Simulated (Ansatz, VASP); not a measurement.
**GaSb in VASP and in Ansatz**

```
Ga Sb
1.0
     0.00000    3.06588    3.06588
     3.06588    0.00000    3.06588
     3.06588    3.06588    0.00000
Ga Sb
1 1
Direct
  0.00000 0.00000 0.00000
  0.25000 0.25000 0.25000
```

Alike in both runs: task single point; functional r2SCAN; k mesh 6 × 6 × 6; occupations fermi-dirac, width 0.02 eV; no spin polarisation.

```csv
,VASP,Ansatz
version,VASP 6.6.1,Ansatz 0.2.0
potentials or method,"VASP PAW PBE potentials, release 64 (Ga_d, Sb)","plane waves, PAW"
plane-wave cutoff (eV),520,500
valence electrons in the cell,18,28
```

Ansatz gave:

| Property | Result |
| --- | --- |
| pressure (GPa) | 0.0 |

Problem. Which values does VASP return?

Solution. Pressure (GPa): 0.1.

With one functional, cell and mesh, what is left measures potentials, basis and numerics. The two sets of potentials don't hold the same shells in valence.

Caveats: the PAW data sets were made with another functional, which shifts forces and pressure a little (VASP).
